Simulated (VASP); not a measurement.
Pb, 1 atom in the cell. Symmetry: Im-3m, No. 229, cubic system. Conventional cell: a = 3.995 Å, b = 3.995 Å, c = 3.995 Å, α = 90.00°, β = 90.00°, γ = 90.00°. Around Pb (site symmetry m-3m) lie 8 Pb at 3.46 Å. This isn't the form of Pb at room conditions, which is fcc.

```yaml
Program: VASP 6.6.1
Task: single point
Functional: RPBE
Potentials_or_basis: VASP PAW PBE potentials, release 64 (Pb_d)
Cutoff: 520 eV
k_mesh: 12 × 12 × 12
Occupations: fermi-dirac, width 0.1 eV
Spin: no spin polarisation
Dipole_correction: no
Further_INCAR_settings: ALGO = Fast; EDIFF = 1e-06; NBANDS = 13
```

Potentials or basis: VASP PAW PBE potentials, release 64 (Pb_d).

Command:

```bash
$ cat potpaw_PBE.64/Pb_d/POTCAR > POTCAR
$ mpirun -np 1 vasp_std > vasp.out
```

Hardware: 1 thread of Intel(R) Xeon(R) 6975P-C (Granite Rapids) (shared host).

Problem. Estimate the wall time of this run.

Solution. Run time: 14 s on 1 thread of Intel(R) Xeon(R) 6975P-C (Granite Rapids), on a shared host, peak memory 0.16 GiB. Counts: scf iterations 13, k points 72.
